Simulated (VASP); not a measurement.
# Sb (P6_3/mmc) in VASP: a series of runs, part 2 of 3

VASP 6.6.1. The steps go on from the part before.

## (3) Single point, PBEsol (the relaxed cell repeated 2 times)

Contents of INCAR:

```
PREC = Accurate ; ENCUT = 520
EDIFF = 1E-6 ; ISMEAR = 0
SIGMA = 0.15 ; LREAL = False
LASPH = True ; NELM = 100
ALGO = Normal ; ISIF = 2
LWAVE = False ; LCHARG = False
GGA = PS ; NBANDS = 18
```

Contents of KPOINTS:

```
regular mesh
0
Gamma
  12 12 4
```

Contents of POSCAR:

```
Sb
1.0
    3.3225106517      0.0000000000      0.0000000000
   -1.6612553259      2.8773786287      0.0000000000
    0.0000000000      0.0000000000     10.9354826097
Sb
4
Direct
    0.3333333333      0.6666666667      0.1250000000
    0.3333333333      0.6666666667      0.6250000000
    0.6666666667      0.3333333333      0.3750000000
    0.6666666667      0.3333333333      0.8750000000
```

Potentials or basis: VASP PAW PBE potentials, release 64 (Sb).

The run is started by

```sh
$ cat potpaw_PBE.64/Sb/POTCAR > POTCAR
$ mpirun -np 1 vasp_std > vasp.out
```

OUTCAR:

```text
PREC = Accurate
   ENCUT = 520
   EDIFF = 1E-6
   ISMEAR = 0
   LREAL = False
   LASPH = True
   NELM = 100
   ISIF = 2
   GGA = PS

 ion  position               nearest neighbor table
   1  0.333  0.667  0.125-   3 3.34   4 3.34   3 3.34   4 3.34   3 3.34   4 3.34
   2  0.333  0.667  0.625-   3 3.34   4 3.34   3 3.34   4 3.34   3 3.34   4 3.34
   3  0.667  0.333  0.375-   1 3.34   2 3.34   1 3.34   2 3.34   1 3.34   2 3.34
   4  0.667  0.333  0.875-   1 3.34   2 3.34   1 3.34   2 3.34   1 3.34   2 3.34

  LATTYP: Found a hexagonal cell.
 ALAT       =     3.3225106517
 C/A-ratio  =     3.2913310915

  Lattice vectors:

 A1 = (   3.3225106517,   0.0000000000,   0.0000000000)
 A2 = (  -1.6612553259,   2.8773786287,   0.0000000000)
 A3 = (   0.0000000000,   0.0000000000,  10.9354826097)

Analysis of symmetry for initial positions (statically):
=====================================================================
 Subroutine PRICEL returns following result:

  LATTYP: Found a hexagonal cell.
 ALAT       =     3.3225106517
 C/A-ratio  =     1.6456655457

  Lattice vectors:

 A1 = (   3.3225106517,   0.0000000000,   0.0000000000)
 A2 = (  -1.6612553259,   2.8773786287,   0.0000000000)
 A3 = (   0.0000000000,   0.0000000000,   5.4677413048)

   2 primitive cells build up your supercell.

 Routine SETGRP: Setting up the symmetry group for a
 hexagonal supercell.

 Subroutine GETGRP returns: Found 24 space group operations
 (whereof 12 operations were pure point group operations)
 out of a pool of 24 trial point group operations.

The static configuration has the point symmetry D_3d.
 The point group associated with its full space group is D_6h.

Analysis of symmetry for dynamics (positions and initial velocities):
=====================================================================
 Subroutine PRICEL returns following result:

  LATTYP: Found a hexagonal cell.
 ALAT       =     3.3225106517
 C/A-ratio  =     1.6456655457

  Lattice vectors:

 A1 = (   3.3225106517,   0.0000000000,   0.0000000000)
 A2 = (  -1.6612553259,   2.8773786287,   0.0000000000)
 A3 = (   0.0000000000,   0.0000000000,   5.4677413048)

   2 primitive cells build up your supercell.

 Routine SETGRP: Setting up the symmetry group for a
 hexagonal supercell.

 Subroutine GETGRP returns: Found 24 space group operations
 (whereof 12 operations were pure point group operations)
 out of a pool of 24 trial point group operations.

The dynamic configuration has the point symmetry D_3d.
 The point group associated with its full space group is D_6h.

 Subroutine INISYM returns: Found 24 space group operations
 (whereof 12 operations are pure point group operations),
 and found     2 'primitive' translations

----------------------------------------------------------------------------------------

                                     Primitive cell

  volume of cell :      52.2723

  direct lattice vectors                    reciprocal lattice vectors
     3.322510652  0.000000000  0.000000000     0.300977214  0.173769276  0.000000000
    -1.661255326  2.877378629  0.000000000     0.000000000  0.347538551  0.000000000
     0.000000000  0.000000000  5.467741305     0.000000000  0.000000000  0.182890877
[... 38 lines left out ...]

 Following reciprocal coordinates:
            Coordinates               Weight
  0.000000  0.000000  0.000000      1.000000
  0.083333  0.000000  0.000000      6.000000
  0.166667  0.000000  0.000000      6.000000
  0.250000  0.000000  0.000000      6.000000
  0.333333  0.000000  0.000000      6.000000
  0.416667  0.000000  0.000000      6.000000
[... 16 lines left out ...]
  0.250000  0.000000  0.250000     12.000000
  0.333333  0.000000  0.250000     12.000000
 [... further k-points ...]
   k-points           NKPTS =     57   k-points in BZ     NKDIM =     57   number of bands    NBANDS=     18
   number of dos      NEDOS =    301   number of ions     NIONS =      4
   total plane-waves  NPLWV =  65856
   dimension x,y,z NGX =    28 NGY =   28 NGZ =   84
   dimension x,y,z NGXF=    56 NGYF=   56 NGZF=  168
   ions per type =               4
   NGX,Y,Z   is equivalent  to a cutoff of  14.01, 14.01, 12.77 a.u.
   NGXF,Y,Z  is equivalent  to a cutoff of  28.02, 28.02, 25.54 a.u.
 SYSTEM =  unknown system
   PREC   = accura    normal or accurate (medium, high low for compatibility)
   ISTART =      0    job   : 0-new  1-cont  2-samecut
   ICHARG =      2    charge: 1-file 2-atom 10-const
   ISPIN  =      1    spin polarized calculation?
   LNONCOLLINEAR =      F non collinear calculations
   LSORBIT =      F    spin-orbit coupling
   LASPH  =      T    aspherical Exc in radial PAW
   ENCUT  =  520.0 eV  38.22 Ry    6.18 a.u.   6.18  6.18 20.33*2*pi/ulx,y,z
   NELM   =    100;   NELMIN=  2; NELMDL= -5     # of ELM steps
   EDIFF  = 0.1E-05   stopping-criterion for ELM
   LREAL  =      F    real-space projection
   EDIFFG = 0.1E-04   stopping-criterion for IOM
   NSW    =      0    number of steps for IOM
   IBRION =     -1    ionic relax: 0-MD 1-quasi-New 2-CG
   NFREE  =      0    steps in history (QN), initial steepest desc. (CG)
   ISIF   =      2    stress and relaxation
   ISYM   =      2    0-nonsym 1-usesym 2-fastsym
   POTIM  = 0.5000    time-step for ionic-motion
   TEBEG  =    0.0;   TEEND  =   0.0 temperature during run
   PSTRESS=    0.0 pullay stress
   NELECT =      20.0000    total number of electrons
   NUPDOWN=      -1.0000    fix difference up-down
   EMIN   =  10.00;   EMAX   =-10.00  energy-range for DOS
   EFERMI =   0.00;   METHOD = LEGACY
   ISMEAR =     0;   SIGMA  =   0.15  broadening in eV -4-tet -1-fermi 0-gaus
   EFERMI_NEDOS =   21; number of points for ismear=-14 and -15
   IALGO  =     38    algorithm
   IMIX   =      4    mixing-type and parameters
     AMIX     =   0.40;   BMIX     =  1.00
     AMIX_MAG =   1.60;   BMIX_MAG =  1.00
  volume/ion in A,a.u.               =      26.14       176.38
  Fermi-wavevector in a.u.,A,eV,Ry     =   0.943303  1.782583 12.106734  0.889820
  Thomas-Fermi vector in A             =   2.070997
   LORBIT       =      0    0 simple, 1 ext, 2 COOP (PROOUT), +10 PAW based schemes
   GGA     = PS    functional components
   LHFCALC =     F    Hartree Fock is set to
   AEXX    =    0.0000 exact exchange contribution
   IVDW    =     0    specifies the selected vdW correction
   LEPSILON=     F    determine dielectric tensor
   LRPA    =     F    only Hartree local field effects (RPA)
 non-spin polarized calculation
 Gauss-broadening in eV      SIGMA  =   0.15
  energy-cutoff  :      520.00
  volume of cell :      104.54
 maximum number of plane-waves:      2841
 NGX is ok and might be reduce to    28
   NGX = 13   NGY = 13   NGZ = 41

 number of electron      19.9999999 magnetization

 Free energy of the ion-electron system (eV)
  ---------------------------------------------------
  ext. energy  EPLUGINS =         0.00000000
  ---------------------------------------------------
  free energy    TOTEN  =       -17.39359522 eV

  energy without entropy =      -17.37143109  energy(sigma->0) =      -17.38251315

 E-fermi :   8.7918     XC(G=0): -10.4612

 val. band max:        8.7793469007   @ k =   0.3333   0.2500   0.0000
 cond. band min:       8.8062356632   @ k =   0.3333   0.0833   0.2500
 fundamental gap:      0.0268887625
 Fermi energy:         8.7917905353

 k-point     1 :       0.0000    0.0000    0.0000
  band No.  band energies     occupation
      1      -4.4042      2.00000
      2      -3.1603      2.00000
      3      -3.1603      2.00000
      4      -0.5516      2.00000
      5       2.7348      2.00000
      6       7.8612      2.00000
[... 481 lines left out ...]
      5       4.6567      2.00000
      6       5.1454      2.00000
[... 10 lines left out ...]
     17      13.9037      0.00000
     18      14.2190      0.00000

 [... further k-points ...]

------------------------ aborting loop because EDIFF is reached ----------------------------------------

  FORCE on cell =-STRESS in cart. coord.  units (eV):
  Direction    XX          YY          ZZ          XY          YZ          ZX
  --------------------------------------------------------------------------------------
  -------------------------------------------------------------------------------------
  Total       -0.0111538     -0.0111538     -0.0220406      0.0000000     -0.0000000      0.0000000
  in kB       -0.1709361     -0.1709361     -0.3377786      0.0000000     -0.0000000      0.0000000
  external PRESSURE =      -0.2265503 kB  Pullay stress =       0.0000000 kB

 VOLUME and BASIS-vectors are now :
 -----------------------------------------------------------------------------
  energy-cutoff  :      520.00
  volume of cell :      104.54
      direct lattice vectors                 reciprocal lattice vectors
     3.322510652  0.000000000  0.000000000     0.300977214  0.173769276  0.000000000
    -1.661255326  2.877378629  0.000000000     0.000000000  0.347538551  0.000000000
     0.000000000  0.000000000 10.935482610     0.000000000  0.000000000  0.091445438

 POSITION                                       TOTAL-FORCE (eV/Angst)
 -----------------------------------------------------------------------------------
     -0.00000      1.91825      1.36694        -0.000000     -0.000000      0.000000
     -0.00000      1.91825      6.83468        -0.000000     -0.000000      0.000000
      1.66126      0.95913      4.10081         0.000000      0.000000     -0.000000
      1.66126      0.95913      9.56855         0.000000      0.000000     -0.000000
 -----------------------------------------------------------------------------------
    total drift:                               -0.000000      0.000000      0.000000

  FREE ENERGIE OF THE ION-ELECTRON SYSTEM (eV)
  ---------------------------------------------------
  free  energy   TOTEN  =       -17.3935952186 eV

  energy  without entropy=      -17.3714310878  energy(sigma->0) =      -17.38251315
```

OSZICAR:

```text
N       E                     dE             d eps       ncg     rms          rms(c)
DAV:   1     0.853877254253E+02    0.85388E+02   -0.68442E+03  2052   0.891E+02
DAV:   2    -0.117928067951E+02   -0.97181E+02   -0.93571E+02  2676   0.150E+02
DAV:   3    -0.173665747460E+02   -0.55738E+01   -0.54950E+01  2642   0.396E+01
DAV:   4    -0.174198778026E+02   -0.53303E-01   -0.53229E-01  2326   0.447E+00
DAV:   5    -0.174204977842E+02   -0.61998E-03   -0.61996E-03  2376   0.562E-01    0.347E+00
DAV:   6    -0.174031175361E+02    0.17380E-01   -0.77592E-03  2312   0.385E-01    0.198E+00
DAV:   7    -0.173936121246E+02    0.95054E-02   -0.14190E-02  2214   0.521E-01    0.489E-02
DAV:   8    -0.173935951607E+02    0.16964E-04   -0.28158E-04  2340   0.929E-02    0.219E-02
DAV:   9    -0.173935952186E+02   -0.57888E-07   -0.51179E-06  2282   0.152E-02
   1 F= -.17393595E+02 E0= -.17382513E+02  d E =-.221641E-01
```

stdout:

```text
POSCAR found type information on POSCAR Sb
 POSCAR found :  1 types and       4 ions
 scaLAPACK will be used
 -----------------------------------------------------------------------------
|                                                                             |
|                                                                             |
|     You enforced a specific xc type in the INCAR file but a different       |
|     I HOPE YOU KNOW WHAT YOU ARE DOING!                                     |
|                                                                             |
 -----------------------------------------------------------------------------

 LDA part: xc-table for (Slater+PW92), standard interpolation
 POSCAR, INCAR and KPOINTS ok, starting setup
 FFT: planning ... GRIDC
 FFT: planning ... GRID_SOFT
 FFT: planning ... GRID
 WAVECAR not read
 entering main loop
```

It took 54 s on 1 thread of Intel Xeon Platinum 8488C (Sapphire Rapids), shared host; peak memory 0.27 GiB.

What came out:

```yaml
Free_energy: -17.3936 eV
Pressure: 0.0 GPa
Band_gap_on_the_k_mesh: none (metal or under the smearing width)
```

Caveat: the PAW data sets were made with another functional, which shifts forces and pressure a little. The run has no spin-orbit coupling, so splittings on Sb are missing.

[end of part 2 of 3]
